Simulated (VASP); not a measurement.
Input of a VASP 6.6.1 run:

INCAR

```
PREC = Accurate
ENCUT = 520
EDIFF = 1E-6
ISMEAR = -1
SIGMA = 0.05
LREAL = Auto
LASPH = T
NELM = 60
ALGO = Fast
ISIF = 2
LWAVE = F
LCHARG = F
GGA = PE
IVDW = 12
NBANDS = 72
```

File KPOINTS:

```
regular mesh
0
Gamma
  1 1 1
```

Contents of POSCAR:

```
H22CO12
1.0
    6.6221480000      0.0000000000      0.0000000000
    0.0000000000      6.6221480000      0.0000000000
    0.0000000000      0.0000000000      6.6221480000
O H C
12 22 1
Direct
    0.4519530521      0.1844416645      0.5203900607
    0.2269958328      0.5362610440      0.5560884474
    0.6321513805      0.8435329443      0.4694700269
    0.0578513195      0.6147703132      0.9443310539
    0.7111136749      0.1721646813      0.8615180452
    0.6635007251      0.5700416240      0.7707317928
    0.3877895813      0.4368522117      0.2086483117
    0.0743716389      0.1546024039      0.6593630949
    0.5575079264      0.8395463224      1.0492516930
    0.8165024400      0.4108334637      0.2895737154
    0.0291597228      0.8862230201      0.2035140260
    0.2098865806      1.0911112225     -0.0062819496
    0.4776093799      0.2694895976      0.4149408923
    0.3208324550      0.1296105131      0.5069352120
    0.2691875808      0.6451079015      0.6446246747
    0.3238828247      0.5356268087      0.4455653966
    0.5930251030      0.9704555078      0.5428450104
    0.6407588595      0.9150958269      0.3284281777
    0.0626684876      0.4908528169      1.0238369786
   -0.0569603700      0.5889478761      0.8488484401
    0.8495430788      0.1308185803      0.8112775492
    0.6252955990      0.0485190002      0.8815266587
    0.6268962880      0.4202110856      0.7626981457
    0.6309735149      0.6335255570      0.6315020444
    0.4050347410      0.3260120432      0.1031538407
    0.4604548252      0.5602864811      0.1525486896
    0.1317095299      0.0666551095      0.7623206247
    0.1586041266      0.2745483792      0.6519032797
    0.4254057747      0.9140689698      1.0296810038
    0.5915905232      0.7409982380      0.9301966673
    0.9261798438      0.5143195229      0.2952214297
    0.8556287174      0.3293040264      0.4112713881
    0.0155689664      0.8076986500      0.0714420759
    0.1548742191      1.1664040127      0.2875200011
    0.1347296980      1.0570135249      0.1576829754
```

Potentials or basis: VASP PAW PBE potentials, release 64 (O, H, C).

Run with:

```bash
$ cat potpaw_PBE.64/O/POTCAR potpaw_PBE.64/H/POTCAR potpaw_PBE.64/C/POTCAR > POTCAR
$ mpirun -np 1 vasp_gam > vasp.out
```

(1) Estimate the band gap on the k mesh.

(2) What does it give for the dispersion energy per atom?

Answers

(1) 4.14 eV, direct.

(2) -0.045 eV.

Caveat: the standard files for N, O and F lose accuracy on very short bonds.
